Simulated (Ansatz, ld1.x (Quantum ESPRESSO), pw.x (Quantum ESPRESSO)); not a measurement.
**tellurium (Te): one change to the TM potential, in the atom and in the fcc crystal**

Te, norm-conserving Troullier–Martins (Kleinman–Bylander form), made with ld1.x (Quantum ESPRESSO) 7.5 (PBE, scalar-relativistic). Core [Kr] 4d10, reference 5s2 5p4. Waves: 5s (bound): rc 1.45 bohr; 5p (bound): rc 2.40 bohr; 5d channel at 0.25 Ry: rc 2.30 bohr. Local part: all-electron potential smoothed inside 2.40 bohr (lloc = -1). Core correction: none.

Change: local potential all-electron potential smoothed inside 1.50 bohr (lloc = -1).

Cutoffs, loose and tight: the cutoffs (Ry, on a coarse ladder) from which the occupation-weighted sum of valence levels, in a spherical-Bessel basis at the reference potential, stays within 10 and 1 mRy of its value at 400 Ry. They do not see the model core or the augmentation charge, which bear on the density cutoff. Test errors are all-electron minus pseudo excitation energies from the reference, over the configurations 5s2 5p3; 5s2 5p2; 5s2 5p1; 5s2 5p4.3; 5s2 5p0; 5s1 5p5; 5s0 5p6; variants that change the core or the reference have their own tests.

Crystal test: fcc Te in pw.x 7.5, no spin, 12³ k-points, Fermi–Dirac smearing 0.01 Ry, cutoffs set for each file from its atomic test. The reference is all-electron LAPW (Ansatz 0.2.0) with the same functional, mesh and smearing; V0 and B0 come from Birch–Murnaghan fits to the pressures at five volumes. Errors are pseudo minus all-electron; Δ is the rms difference of the E(V) curves that follow from these fits, minima aligned, over ±6 % about the mean V0. Mesh and smearing are coarse, so the numbers serve the comparison and aren't converged zero-temperature values; the lattice is a test structure that the element need not adopt.

All-electron: a0 = 4.845 Å (V0 = 28.43 Å³/atom), B0 = 52.9 GPa.

Q: Does the change bring the crystal closer to the all-electron result?

A: The mean pressure error goes from -0.39 to -7.70 GPa, so the change moves the solid further from the all-electron pressures.

```csv
quantity,base,changed
outcome (atom),generated,generated
"cutoff, loose (atom)",55 Ry,55 Ry
"cutoff, tight (atom)",120 Ry,120 Ry
bound ghosts (atom),none,s
largest test error (meV) (atom),+85,+101
cutoffs in pw.x (Ry),145/580,145/580
a0 (Å),4.833,–
a0 error (%),-0.24,–
B0 error (%),+3.6,–
Δ (meV/atom),2.4,–
mean pressure error (GPa),-0.39,-7.70
```

A dash: not determined, or the minimum lies outside the volumes sampled.

Changed file: This is a poor potential for the solid. Note: ghost state, extra bound levels that the all-electron valence spectrum of the same l lacks: s at -72.3 eV. A true bound ghost makes a file unfit for plane-wave use. The logarithmic derivative shows an extra or strongly shifted pseudo pole above the reference energy (d near 1.88 Ry). The atomic cutoffs weigh occupied waves only.
